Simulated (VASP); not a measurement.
# CaSe: single point with PBE

**Measured values to compare with.**

From a printed reference work, monograph, original work of 1988, for a bulk crystal of CaSe at 2 K: band gap 3.85 eV (indirect).

Crystal: CaSe.

```
Ca Se
1.0
     0.00000    2.96753    2.96753
     2.96753    0.00000    2.96753
     2.96753    2.96753    0.00000
Ca Se
1 1
Direct
  0.00000 0.00000 0.00000
  0.50000 0.50000 0.50000
```

```
Program             : VASP 6.6.1
Task                : single point
Functional          : PBE
Potentials or basis : VASP PAW PBE potentials, release 64 (Ca_sv, Se)
Cutoff              : 520 eV
k mesh              : 6 × 6 × 6
Occupations         : gaussian, width 0.01 eV
Spin                : no spin polarisation
```

The pressure is 0.7 GPa and the band gap on the k mesh is 2.05 eV, indirect (least direct gap 2.97 eV).

Levels at points of the mesh, in eV from the valence-band top:
```csv
k point,band 5,band 6,band 7,band 8,band 9,band 10,band 11,band 12
"(0.00, 0.00, 0.00)",-11.76,0.00,0.00,0.00,3.29,3.71,3.71,3.71
"(0.50, 0.00, 0.00)",-11.09,-3.25,-1.18,-1.18,4.50,5.45,5.48,5.48
"(0.50, 0.50, 0.00)",-11.20,-2.49,-0.92,-0.92,2.05,5.01,5.02,5.98
```

Run time: 30 s on 1 thread of AMD EPYC 7R13, on a shared host, peak memory 0.14 GiB.

Measured gap of CaSe: 3.85 eV (indirect; 2 K; a printed reference work, monograph, original work of 1988). This calculation gives 2.05 eV (-1.80 eV). Spin-orbit coupling on Se is left out. The value is that of PBE on a finite k mesh, which can miss the band edges, without temperature or zero-point motion. Semilocal functionals fall short of measured gaps as a rule.
